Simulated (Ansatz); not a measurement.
# MgH2: the cost of one run

Computed with Ansatz 0.2.0 (DFT PBE, scalar-relativistic, plane waves, PAW, unless a step's input says otherwise).

### Step 1. The system as given

Symmetry: I4_1/amd, No. 141, tetragonal system. Conventional cell: a = 3.542 Å, b = 3.542 Å, c = 9.929 Å, α = 90.00°, β = 90.00°, γ = 90.00°. Mg (site symmetry -4m2) has 6 H at 1.85 to 1.96 Å as nearest neighbours. Around H (site symmetry 2mm) lie 3 Mg at 1.85 to 1.96 Å.

Structure file:

```
Mg H
1.0
    -1.77125    1.77125    4.96433
     1.77125   -1.77125    4.96433
     1.77125    1.77125   -4.96433
Mg H
2 4
Direct
  0.00000 0.00000 0.00000
  0.75000 0.25000 0.50000
  0.80262 0.80262 0.00000
  0.94738 0.44738 0.50000
  0.55262 0.05262 0.50000
  0.19738 0.19738 0.00000
```

A structure generator made this guess: 3-, 6-connected net, the two elements on its two kinds of vertex (I4_1/amd, No. 141). The dimensions are guesses.

### Step 2. Probe: one point on a coarse mesh

input.yaml

```yaml
crystal:
  lattice:
    - [-1.77124889, 1.77124889, 4.96432918]
    - [1.77124889, -1.77124889, 4.96432918]
    - [1.77124889, 1.77124889, -4.96432918]
  atoms:
    - { symbol: Mg, position: [0.0, 0.0, 0.0] }
    - { symbol: Mg, position: [0.75, 0.25, 0.5] }
    - { symbol: H, position: [0.80262399, 0.80262399, 0.0] }
    - { symbol: H, position: [0.94737601, 0.44737601, 0.5] }
    - { symbol: H, position: [0.55262399, 0.05262399, 0.5] }
    - { symbol: H, position: [0.19737601, 0.19737601, 0.0] }
basis:
  ecutwfc: 420
kpoints:
  mp_grid: { grid: [6, 6, 6] }
hamiltonian:
  xc: pbe
scf:
  occupations: { method: gaussian, width: 0.1 }
  lower_state_search: "off"
output:
  forces: true
  stress: true
  eigenvalues: true
```

Launch:

```console
$ ansatz run input.yaml --threads 1 --pin off --max-ram 2560MiB --backend cpu --events-out ev --progress --plain --runs-dir out
```

Q: Estimate wall time and peak memory on 1 thread of Arm Neoverse V1, shared host.

About 1.7 s, with a peak of 0.29 GiB.
